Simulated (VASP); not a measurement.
# KI (Fm-3m) in VASP: notebook

Aim: see how the results for KI move with the level of theory and the settings. Levels: LDA, PBEsol. Tasks: single point, relaxation of cell and atoms, relaxation of the atoms.

Everything below comes from runs of VASP 6.6.1. Logs are shortened: lines on timing, memory, paths and dates and some standing lists are left out, and cuts for length are marked.

**Experimental background.**

From a printed reference work, monograph, for a bulk crystal of KI: band gap 6.32 eV.

The runs below are set against these values where they give the same quantity.

### 1 Starting point

Symmetry: Fm-3m, No. 225, cubic system. Conventional cell: a = 7.066 Å, b = 7.066 Å, c = 7.066 Å, α = 90.00°, β = 90.00°, γ = 90.00°. Around K (site symmetry m-3m) lie 6 I at 3.53 Å. Around I (site symmetry m-3m) lie 6 K at 3.53 Å.

### 2 Single point, LDA

File INCAR:

```
SYSTEM = KI
PREC = Accurate ; ENCUT = 520
EDIFF = 1E-6 ; ISMEAR = 0
SIGMA = 0.03 ; LREAL = .FALSE.
LASPH = .TRUE. ; NELM = 80
ALGO = Fast ; ISIF = 2
LWAVE = .FALSE. ; LCHARG = .FALSE.
NBANDS = 15 ; KPAR = 4
```

File KPOINTS:

```
Automatic mesh
0
G
  4 4 4
  0 0 0
```

File POSCAR:

```
KI
1.0
    0.0000000000      3.5327750000      3.5327750000
    3.5327750000      0.0000000000      3.5327750000
    3.5327750000      3.5327750000      0.0000000000
K I
1 1
Direct
    0.0000000000      0.0000000000      0.0000000000
    0.5000000000      0.5000000000      0.5000000000
```

Potentials or basis: VASP PAW LDA potentials, release 64 (K_sv, I).

Launch:

```sh
> cat potpaw_LDA.64/K_sv/POTCAR potpaw_LDA.64/I/POTCAR > POTCAR
> mpirun -np 4 vasp_std > vasp.out
```

OUTCAR:

```text
SYSTEM = KI
   PREC = Accurate
   ENCUT = 520
   EDIFF = 1E-6
   ISMEAR = 0
   LREAL = .FALSE.
   LASPH = .TRUE.
   NELM = 80
   ISIF = 2

 ion  position               nearest neighbor table
   1  0.000  0.000  0.000-   2 3.53   2 3.53   2 3.53   2 3.53   2 3.53   2 3.53
   2  0.500  0.500  0.500-   1 3.53   1 3.53   1 3.53   1 3.53   1 3.53   1 3.53

  LATTYP: Found a face centered cubic cell.
 ALAT       =     7.0655500000

  Lattice vectors:

 A1 = (   0.0000000000,   3.5327750000,   3.5327750000)
 A2 = (   3.5327750000,   0.0000000000,   3.5327750000)
 A3 = (   3.5327750000,   3.5327750000,   0.0000000000)

Analysis of symmetry for initial positions (statically):
=====================================================================
 Subroutine PRICEL returns:
 Original cell was already a primitive cell.

 Routine SETGRP: Setting up the symmetry group for a
 face centered cubic supercell.

 Subroutine GETGRP returns: Found 48 space group operations
 (whereof 48 operations were pure point group operations)
 out of a pool of 48 trial point group operations.

The static configuration has the point symmetry O_h .

Analysis of symmetry for dynamics (positions and initial velocities):
=====================================================================
 Subroutine PRICEL returns:
 Original cell was already a primitive cell.

 Routine SETGRP: Setting up the symmetry group for a
 face centered cubic supercell.

 Subroutine GETGRP returns: Found 48 space group operations
 (whereof 48 operations were pure point group operations)
 out of a pool of 48 trial point group operations.

The dynamic configuration has the point symmetry O_h .

 Subroutine INISYM returns: Found 48 space group operations
 (whereof 48 operations are pure point group operations),
 and found     1 'primitive' translations

----------------------------------------------------------------------------------------

                                     Primitive cell

  volume of cell :      88.1816

  direct lattice vectors                    reciprocal lattice vectors
     0.000000000  3.532775000  3.532775000    -0.141531799  0.141531799  0.141531799
     3.532775000  0.000000000  3.532775000     0.141531799 -0.141531799  0.141531799
     3.532775000  3.532775000  0.000000000     0.141531799  0.141531799 -0.141531799

  length of vectors
     4.996098318  4.996098318  4.996098318     0.245140266  0.245140266  0.245140266

  position of ions in fractional coordinates (direct lattice)
     0.000000000  0.000000000  0.000000000
     0.500000000  0.500000000  0.500000000

  ion indices of the primitive-cell ions
   primitive index   ion index
                 1           1
                 2           2

----------------------------------------------------------------------------------------

 KPOINTS: Automatic mesh

Automatic generation of k-mesh.
 Grid dimensions read from file:
 generate k-points for:    4    4    4

 Generating k-lattice:

  Cartesian coordinates                     Fractional coordinates (reciprocal lattice)
    -0.035382950  0.035382950  0.035382950     0.250000000  0.000000000  0.000000000
     0.035382950 -0.035382950  0.035382950     0.000000000  0.250000000  0.000000000
     0.035382950  0.035382950 -0.035382950     0.000000000  0.000000000  0.250000000

  Length of vectors
     0.061285067  0.061285067  0.061285067

  Shift w.r.t. Gamma in fractional coordinates (k-lattice)
     0.000000000  0.000000000  0.000000000

 Subroutine IBZKPT returns following result:
 ===========================================

 Found      8 irreducible k-points:

 Following reciprocal coordinates:
            Coordinates               Weight
  0.000000  0.000000  0.000000      1.000000
  0.250000  0.000000  0.000000      8.000000
  0.500000  0.000000  0.000000      4.000000
  0.250000  0.250000  0.000000      6.000000
  0.500000  0.250000  0.000000     24.000000
 -0.250000  0.250000  0.000000     12.000000
  0.500000  0.500000  0.000000      3.000000
 -0.250000  0.500000  0.250000      6.000000
   k-points           NKPTS =      8   k-points in BZ     NKDIM =      8   number of bands    NBANDS=     15
   number of dos      NEDOS =    301   number of ions     NIONS =      2
   total plane-waves  NPLWV =  64000
   dimension x,y,z NGX =    40 NGY =   40 NGZ =   40
   dimension x,y,z NGXF=    80 NGYF=   80 NGZF=   80
   ions per type =               1   1
   NGX,Y,Z   is equivalent  to a cutoff of  13.31, 13.31, 13.31 a.u.
   NGXF,Y,Z  is equivalent  to a cutoff of  26.62, 26.62, 26.62 a.u.
 SYSTEM =  KI
   PREC   = accura    normal or accurate (medium, high low for compatibility)
   ISTART =      0    job   : 0-new  1-cont  2-samecut
   ICHARG =      2    charge: 1-file 2-atom 10-const
   ISPIN  =      1    spin polarized calculation?
   LNONCOLLINEAR =      F non collinear calculations
   LSORBIT =      F    spin-orbit coupling
   LASPH  =      T    aspherical Exc in radial PAW
   ENCUT  =  520.0 eV  38.22 Ry    6.18 a.u.   9.29  9.29  9.29*2*pi/ulx,y,z
   NELM   =     80;   NELMIN=  2; NELMDL= -5     # of ELM steps
   EDIFF  = 0.1E-05   stopping-criterion for ELM
   LREAL  =      F    real-space projection
   EDIFFG = 0.1E-04   stopping-criterion for IOM
   NSW    =      0    number of steps for IOM
   IBRION =     -1    ionic relax: 0-MD 1-quasi-New 2-CG
   NFREE  =      0    steps in history (QN), initial steepest desc. (CG)
   ISIF   =      2    stress and relaxation
   ISYM   =      2    0-nonsym 1-usesym 2-fastsym
   POTIM  = 0.5000    time-step for ionic-motion
   TEBEG  =    0.0;   TEEND  =   0.0 temperature during run
   PSTRESS=    0.0 pullay stress
   NELECT =      16.0000    total number of electrons
   NUPDOWN=      -1.0000    fix difference up-down
   EMIN   =  10.00;   EMAX   =-10.00  energy-range for DOS
   EFERMI =   0.00;   METHOD = LEGACY
   ISMEAR =     0;   SIGMA  =   0.03  broadening in eV -4-tet -1-fermi 0-gaus
   EFERMI_NEDOS =   21; number of points for ismear=-14 and -15
   IALGO  =     68    algorithm
   IMIX   =      4    mixing-type and parameters
     AMIX     =   0.40;   BMIX     =  1.00
     AMIX_MAG =   1.60;   BMIX_MAG =  1.00
  volume/ion in A,a.u.               =      44.09       297.54
  Fermi-wavevector in a.u.,A,eV,Ry     =   0.926806  1.751409 11.686988  0.858969
  Thomas-Fermi vector in A             =   2.052808
   LORBIT       =      0    0 simple, 1 ext, 2 COOP (PROOUT), +10 PAW based schemes
   GGA     = CA    functional components
   LHFCALC =     F    Hartree Fock is set to
   AEXX    =    0.0000 exact exchange contribution
   IVDW    =     0    specifies the selected vdW correction
   LEPSILON=     F    determine dielectric tensor
   LRPA    =     F    only Hartree local field effects (RPA)
 non-spin polarized calculation
 RMM-DIIS sequential band-by-band and
 Gauss-broadening in eV      SIGMA  =   0.03
  energy-cutoff  :      520.00
  volume of cell :       88.18
 maximum number of plane-waves:      2421
 NGX is ok and might be reduce to    40
   NGX = 19   NGY = 19   NGZ = 19

 number of electron      15.9999999 magnetization

 Free energy of the ion-electron system (eV)
  ---------------------------------------------------
  ext. energy  EPLUGINS =         0.00000000
  ---------------------------------------------------
  free energy    TOTEN  =        -6.12747086 eV

  energy without entropy =       -6.12747086  energy(sigma->0) =       -6.12747086

 E-fermi :  -0.4118     XC(G=0):  -7.6244

 val. band max:       -0.6229150293   @ k =   0.0000   0.0000   0.0000
 cond. band min:       2.9912123895   @ k =   0.0000   0.0000   0.0000
 fundamental gap:      3.6141274188
 Fermi energy:        -0.4117556517

 k-point     1 :       0.0000    0.0000    0.0000
  band No.  band energies     occupation
      1     -28.7635      2.00000
      2     -12.4882      2.00000
      3     -12.4882      2.00000
      4     -12.4882      2.00000
      5     -11.1932      2.00000
      6      -0.6229      2.00000
      7      -0.6229      2.00000
      8      -0.6229      2.00000
      9       2.9912      0.00000
     10       5.6583      0.00000
     11       5.6583      0.00000
     12       5.6583      0.00000
     13       6.4168      0.00000
     14       6.4168      0.00000
     15       8.8511      0.00000

 k-point     2 :       0.2500    0.0000    0.0000
  band No.  band energies     occupation
      1     -28.7623      2.00000
      2     -12.5805      2.00000
      3     -12.4895      2.00000
      4     -12.4895      2.00000
      5     -11.0362      2.00000
      6      -1.4312      2.00000
      7      -0.8082      2.00000
      8      -0.8082      2.00000
      9       4.1276      0.00000
     10       5.7088      0.00000
     11       6.2731      0.00000
     12       6.2731      0.00000
     13       7.1123      0.00000
     14       7.1123      0.00000
     15       9.4228      0.00000

 k-point     3 :       0.5000    0.0000    0.0000
  band No.  band energies     occupation
      1     -28.7612      2.00000
      2     -12.6582      2.00000
      3     -12.4908      2.00000
      4     -12.4908      2.00000
      5     -10.8911      2.00000
      6      -2.0106      2.00000
      7      -0.9754      2.00000
      8      -0.9754      2.00000
      9       4.6244      0.00000
     10       6.8176      0.00000
     11       7.3342      0.00000
     12       7.3342      0.00000
     13       7.8468      0.00000
     14       7.8469      0.00000
     15       8.3912      0.00000
[... 55 lines left out ...]
 k-point     7 :       0.5000    0.5000    0.0000
  band No.  band energies     occupation
      1     -28.7604      2.00000
      2     -12.5380      2.00000
      3     -12.5082      2.00000
      4     -12.5082      2.00000
      5     -11.0477      2.00000
      6      -1.6623      2.00000
      7      -1.0033      2.00000
      8      -1.0033      2.00000
      9       4.0627      0.00000
     10       4.8544      0.00000
     11       7.3206      0.00000
     12       7.8756      0.00000
     13       7.8864      0.00000
     14       8.7946      0.00000
     15       8.7948      0.00000

 k-point     8 :      -0.2500    0.5000    0.2500
  band No.  band energies     occupation
      1     -28.7604      2.00000
      2     -12.5475      2.00000
      3     -12.5230      2.00000
      4     -12.5230      2.00000
      5     -10.9805      2.00000
      6      -1.3831      2.00000
      7      -1.3831      2.00000
      8      -1.2536      2.00000
      9       5.6053      0.00000
     10       5.6053      0.00000
     11       5.7594      0.00000
     12       7.2968      0.00000
     13       8.0343      0.00000
     14       8.8260      0.00000
     15       9.2222      0.00000

------------------------ aborting loop because EDIFF is reached ----------------------------------------

  FORCE on cell =-STRESS in cart. coord.  units (eV):
  Direction    XX          YY          ZZ          XY          YZ          ZX
  --------------------------------------------------------------------------------------
  -------------------------------------------------------------------------------------
  Total       -0.7019955     -0.7019955     -0.7019955     -0.0000000      0.0000000     -0.0000000
  in kB      -12.7546047    -12.7546047    -12.7546047     -0.0000000      0.0000000     -0.0000000
  external PRESSURE =     -12.7546047 kB  Pullay stress =       0.0000000 kB

 VOLUME and BASIS-vectors are now :
 -----------------------------------------------------------------------------
  energy-cutoff  :      520.00
  volume of cell :       88.18
      direct lattice vectors                 reciprocal lattice vectors
     0.000000000  3.532775000  3.532775000    -0.141531799  0.141531799  0.141531799
     3.532775000  0.000000000  3.532775000     0.141531799 -0.141531799  0.141531799
     3.532775000  3.532775000  0.000000000     0.141531799  0.141531799 -0.141531799

 POSITION                                       TOTAL-FORCE (eV/Angst)
 -----------------------------------------------------------------------------------
      0.00000      0.00000      0.00000         0.000000      0.000000      0.000000
      3.53277      3.53277      3.53277         0.000000      0.000000      0.000000
 -----------------------------------------------------------------------------------
    total drift:                                0.000000     -0.000000     -0.000000

  FREE ENERGIE OF THE ION-ELECTRON SYSTEM (eV)
  ---------------------------------------------------
  free  energy   TOTEN  =        -6.1274708590 eV

  energy  without entropy=       -6.1274708590  energy(sigma->0) =       -6.12747086
```

Wall time 6.6 s (4 MPI ranks of Intel Xeon Platinum 8488C (Sapphire Rapids), shared host); peak memory 0.18 GiB.

Results:

| Quantity | Value |
| --- | --- |
| Free energy | -6.1275 eV |
| Pressure | -1.3 GPa |
| Band gap on the k mesh | 3.61 eV, direct |

Caveat: spin-orbit coupling is left out, which moves the levels of the heavy elements.

[end of part 1 of 2]
